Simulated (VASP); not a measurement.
The system is BaTiO3.

```xyz
5
Lattice="2.7419 1.5830 2.2423 -2.7419 1.5830 2.2423 0.0000 -3.1661 2.2423" Properties=species:S:1:pos:R:3 pbc="T T T"
Ba    0.0000    0.0000    6.7244
Ti    0.0000    0.0000    3.3001
O     0.0000    1.5682    2.3072
O    -1.3581   -0.7841    2.3072
O     1.3581   -0.7841    2.3072
```

The cell isn't the ideal one: a relaxed cell with its volume scaled by 0.94.

- Program: VASP 6.6.1
- Task: relaxation of shape and atoms at fixed volume
- Functional: LDA
- Potentials or basis: VASP PAW LDA potentials, release 64 (Ba_sv, Ti_sv, O)
- Cutoff: 600 eV
- k mesh: 7 × 7 × 7
- Occupations: gaussian, width 0.03 eV
- Spin: no spin polarisation

At the start: pressure 13.6 GPa; volume 11.68 Å³/atom.

**Question.** How do energy, volume and symmetry change on relaxing?

**Answer.** Over 10 steps the energy falls by 5.4 meV/atom; space group Pm-3m (No. 221, to 0.05 Å).

Step by step:
| step | energy change (eV) | largest force (eV/Å) | pressure (GPa) |
| --- | --- | --- | --- |
| 1 | 0.0000 | 0.4670 | 13.56 |
| 2 | -0.0174 | 0.1994 | 12.49 |
| 3 | -0.0187 | 0.1421 | 12.20 |
| 4 | -0.0227 | 0.0973 | 12.10 |
| 5 | -0.0257 | 0.0603 | 11.95 |
| 6 | -0.0268 | 0.0329 | 11.86 |
| 7 | -0.0268 | 0.0284 | 11.85 |
| 8 | -0.0270 | 0.0136 | 11.82 |
| 9 | -0.0270 | 0.0154 | 11.82 |
| 10 | -0.0271 | 0.0051 | 11.82 |

Final structure:
```
CELL_PARAMETERS angstrom
2.74297 1.58365 2.24053
-2.74297 1.58365 2.24053
0.00000 -3.16731 2.24053
ATOMIC_POSITIONS crystal
Ba 0.00361 0.00361 0.00361
Ti 0.50323 0.50323 0.50323
O 0.50412 0.50412 0.00413
O 0.00413 0.50412 0.50412
O 0.50412 0.00413 0.50412
```
